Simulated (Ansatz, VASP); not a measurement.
**Ru: VASP beside Ansatz**

Contents of INCAR:

```
PREC     = Accurate       # precision mode
ENCUT    = 520            # plane-wave cutoff, eV
EDIFF    = 1E-7           # SCF threshold, eV
ISMEAR   = 0              # smearing method
SIGMA    = 0.15           # smearing width, eV
LREAL    = F              # projectors in reciprocal space
LASPH    = T              # aspherical terms in the spheres
NELM     = 100            # most SCF steps
ALGO     = Fast           # electronic algorithm
ISIF     = 2              # what is computed and relaxed
LWAVE    = F              # write WAVECAR
LCHARG   = T              # write CHGCAR
GGA      = PS             # functional
LELF     = T              # ELF
LVHAR    = T            
NBANDS   = 21             # bands
```

File KPOINTS:

```
Automatic mesh
0
Gamma
  21 21 12
```

The input POSCAR:

```
Ru
1.0
    2.7021760971      0.0000000000      0.0000000000
   -1.3510880485      2.3401531456      0.0000000000
    0.0000000000      0.0000000000      4.4826399275
Ru
2
Direct
    0.3333333333      0.6666666667      0.2500000000
    0.6666666667      0.3333333333      0.7500000000
```

Input for Ansatz:

```yaml
crystal:
  lattice:
    - [2.7021760971, 0.0, 0.0]
    - [-1.3510880485, 2.3401531456, 0.0]
    - [0.0, 0.0, 4.4826399275]
  atoms:
    - { symbol: Ru, position: [0.3333333333, 0.6666666667, 0.25] }
    - { symbol: Ru, position: [0.6666666667, 0.3333333333, 0.75] }
basis:
  ecutwfc: 420
kpoints:
  mp_grid: { grid: [21, 21, 12] }
hamiltonian:
  xc: pbesol
  pseudopotentials: { kind: paw, azcp: { folder: soft_1 } }
scf:
  occupations: { method: gaussian, width: 0.15 }
output:
  forces: true
  stress: true
  eigenvalues: true
```

Alike in both runs: task single point; functional PBEsol; k mesh 21 × 21 × 12; occupations gaussian, width 0.15 eV; no spin polarisation.

```csv
,VASP,Ansatz
version,VASP 6.6.1,Ansatz 0.2.0
potentials or method,"VASP PAW PBE potentials, release 64 (Ru_pv)","scalar-relativistic, plane waves, PAW"
plane-wave cutoff (eV),520,420
valence electrons in the cell,28,32
```

|  | VASP | Ansatz | Ansatz less VASP |
| --- | --- | --- | --- |
| gap on the k mesh at the Fermi level (eV) | none | none | - |
| pressure (GPa) | -18.4 | -18.2 | +0.14 |
| largest component of the traceless stress (GPa) | 13.79 | 13.81 | +0.025 |

A gap of «none» marks a metal or a gap that the smearing closes. The two sets of potentials don't hold the same shells in valence. Ansatz warned: «pseudo_functional_mismatch».

Caveats: so large a pressure means that the cell lies far from this level's equilibrium, or that cutoff or potentials fall short (VASP); the potentials were made for another functional, which shifts forces and pressure (VASP).
